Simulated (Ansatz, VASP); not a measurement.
**Two plane-wave programs on Al**

```
CELL_PARAMETERS angstrom
0.00000 2.06452 2.06452
2.06452 0.00000 2.06452
2.06452 2.06452 0.00000
ATOMIC_POSITIONS crystal
Al 0.00000 0.00000 0.00000
```

Change from the starting cell: volume scaled by 1.06.

Alike in both runs: task single point; functional r2SCAN; k mesh 11 × 11 × 11; occupations fermi-dirac, width 0.05 eV; no spin polarisation.

|  | VASP | Ansatz |
| --- | --- | --- |
| version | VASP 6.6.1 | Ansatz 0.2.0 |
| potentials or method | VASP PAW PBE potentials, release 64 (Al) | Ansatz PAW |
| plane-wave cutoff (eV) | 520 | 500 |
| valence electrons in the cell | 3 | 3 |

Ansatz gave:

- gap on the k mesh at the Fermi level (eV): none
- pressure (GPa): -7.3

Q: Estimate VASP's values.

A: gap on the k mesh at the Fermi level (eV): none; pressure (GPa): -7.5.

A gap of «none» marks a metal or a gap that the smearing closes.

Caveats: the PAW data sets were made with another functional, which shifts forces and pressure a little (VASP); the PAW data sets come from PBE, with cores solved anew for the run's functional, which leaves a small shift of forces and pressure (Ansatz).
